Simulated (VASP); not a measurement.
# HfO2 (P4_2/nmc) in VASP: notebook, part 2 of 2

VASP 6.6.1. Earlier steps stand in the parts before.

### 3 Phonons, LDA

This run uses another cell than the first one, of 10.92 Å³/atom, 1.061 times its volume.

File POSCAR:

```
HfO2
1.0
    3.5695075279      0.0000000000      0.0000000000
    0.0000000000      3.5695075279      0.0000000000
    0.0000000000      0.0000000000      5.1403593886
  Hf              O
     2     4
Direct
     0.5000000000000000    0.5000000000000000    0.5000000000000000
     1.0000000000000000    0.0000000000000000    0.0000000000000000
     1.0000000000000000    0.5000000000000000    0.6981398295398240
     0.5000000000000000    0.0000000000000000    0.8018601704601760
     0.5000000000000000    0.0000000000000000    0.3018601704601760
     1.0000000000000000    0.5000000000000000    0.1981398295398239
```

File INCAR.step1:

```
SYSTEM = HfO2
PREC = Accurate
ENCUT = 600
EDIFF = 1E-8
ISMEAR = -1
SIGMA = 0.05
LREAL = .False.
LASPH = .True.
NELM = 100
ALGO = Normal
ISIF = 2
LWAVE = .False.
LCHARG = .False.
GGA = CA
KPAR = 8
IBRION = 2
NSW = 40
EDIFFG = -0.002
```

File INCAR.step2:

```
SYSTEM = HfO2
PREC = Accurate
ENCUT = 600
EDIFF = 1E-8
ISMEAR = -1
SIGMA = 0.05
LREAL = .False.
LASPH = .True.
NELM = 100
ALGO = Normal
ISIF = 2
LWAVE = .False.
LCHARG = .False.
GGA = CA
KPAR = 8
IBRION = 8
NSW = 1
LEPSILON = .True.
```

File KPOINTS:

```
Automatic mesh
0
Gamma
  6 6 4
  0 0 0
```

Potentials or basis: VASP PAW LDA potentials, release 64 (Hf_pv, O).

Launch:

```
> cat potpaw_LDA.64/Hf_pv/POTCAR potpaw_LDA.64/O/POTCAR > POTCAR
> cp INCAR.step1 INCAR
> mpirun -np 8 vasp_std > vasp.out
> cp CONTCAR POSCAR
> cp INCAR.step2 INCAR
> mpirun -np 8 vasp_std > vasp.out
```

OUTCAR:

```text
SYSTEM = HfO2
   PREC = Accurate
   ENCUT = 600
   EDIFF = 1E-8
   ISMEAR = -1
   LREAL = .False.
   LASPH = .True.
   NELM = 100
   ISIF = 2
   GGA = CA
   IBRION = 8
   NSW = 1
   LEPSILON = .True.

 ion  position               nearest neighbor table
   1  0.500  0.500  0.500-   3 2.05   5 2.05   5 2.05   3 2.05   4 2.36   4 2.36   6 2.36   6 2.36
                             2 3.60   2 3.60   2 3.60   2 3.60   2 3.60   2 3.60   2 3.60   2 3.60
   2  0.000  0.000  0.000-   4 2.05   6 2.05   6 2.05   4 2.05   3 2.36   5 2.36   3 2.36   5 2.36
[... 1237 lines left out ...]
      1.784754  0.000000  1.551559    -0.176971   -0.062045    0.000000
      0.000000  1.784754  1.018621    -0.176971   -0.062045    0.000000

--------------------------------------------------------------------------------------------------------

 MACROSCOPIC STATIC DIELECTRIC TENSOR IONIC CONTRIBUTION
 ------------------------------------------------------
         184.791169    -0.000000     0.000000
          -0.000000   184.791169     0.000000
           0.000000     0.000000    12.895665
 ------------------------------------------------------

 ELASTIC MODULI CONTR FROM IONIC RELAXATION (kBar)
 Direction    XX          YY          ZZ          XY          YZ          ZX
 --------------------------------------------------------------------------------
 XX        -800.3804    270.9096   -600.4889      0.0000     -0.0000      0.0000
 YY         270.9096   -800.3804   -600.4889      0.0000      0.0000     -0.0000
 ZZ        -600.4889   -600.4889  -1362.0653      0.0000     -0.0000      0.0000
 XY           0.0000      0.0000      0.0000      0.0000      0.0000      0.0000
 YZ          -0.0000      0.0000     -0.0000      0.0000   -745.0401     -0.0000
 ZX           0.0000     -0.0000      0.0000      0.0000     -0.0000   -765.8622
 --------------------------------------------------------------------------------

 PIEZOELECTRIC TENSOR IONIC CONTR  for field in x, y, z        (C/m^2)
          XX          YY          ZZ          XY          YZ          ZX
  --------------------------------------------------------------------------------
  x    -0.00000    -0.00000    -0.00000     0.00000    -0.00000     0.00000
  y    -0.00000    -0.00000    -0.00000     0.00000     0.00000     0.00000
  z    -0.00000     0.00000    -0.00000     0.00000     0.00000     0.00000
```

OSZICAR.step1:

```text
N       E                     dE             d eps       ncg     rms          rms(c)
DAV:   1     0.278003006351E+03    0.27800E+03   -0.27861E+04  1560   0.189E+03
DAV:   2    -0.631823186538E+02   -0.34119E+03   -0.33473E+03  2048   0.420E+02
DAV:   3    -0.769218474980E+02   -0.13740E+02   -0.13716E+02  1836   0.802E+01
[... 13 lines left out ...]
       N       E                     dE             d eps       ncg     rms          rms(c)
DAV:   1    -0.662069550440E+02   -0.46000E-06   -0.28082E-04  1700   0.111E-01    0.610E-03
DAV:   2    -0.662069555131E+02   -0.46911E-06   -0.52573E-06  1778   0.144E-02    0.430E-03
DAV:   3    -0.662069554828E+02    0.30259E-07   -0.10434E-07  1784   0.209E-03    0.234E-03
DAV:   4    -0.662069554734E+02    0.93560E-08   -0.41254E-08  1610   0.154E-03
   2 F= -.66206955E+02 E0= -.66206955E+02  d E =-.886886E-06
```

It took 2.3 min on 8 MPI ranks of AMD EPYC 9R45 (Zen 5), shared host; peak memory 0.59 GiB.

Results:

```yaml
Electronic_dielectric_tensor_diagonal: 5.33, 5.33, 4.76
Born_charges_mean_of_the_diagonal: Hf +5.29; O -2.64 e
Highest_phonon_frequency_at_Γ_LO-TO_splitting_left_out: 659 cm⁻¹
```

Phonon frequencies in cm⁻¹ (negative: imaginary):
```
              q point                                                      frequencies
(0.000, 0.000, 0.000)  -1 -1 0 59 59 97 97 219 303 313 434 434 456 456 594 650 659 659
```

Electronic dielectric tensor:
```
5.33 0.00 0.00
0.00 5.33 0.00
0.00 0.00 4.76
```

Born effective charge tensors (e):
atom 1, Hf
```
5.55 0.00 0.00
0.00 5.55 0.00
0.00 0.00 4.77
```
atom 2, Hf
```
5.55 0.00 0.00
0.00 5.55 0.00
0.00 0.00 4.77
```
atom 3, O
```
-3.45  0.00  0.00
 0.00 -2.09  0.00
 0.00  0.00 -2.38
```
atom 4, O
```
-3.45  0.00  0.00
 0.00 -2.09  0.00
 0.00  0.00 -2.38
```
atom 5, O
```
-2.09  0.00  0.00
 0.00 -3.45  0.00
 0.00  0.00 -2.38
```
atom 6, O
```
-2.09  0.00  0.00
 0.00 -3.45  0.00
 0.00  0.00 -2.38
```

The run has no spin-orbit coupling, so splittings on Hf are missing.
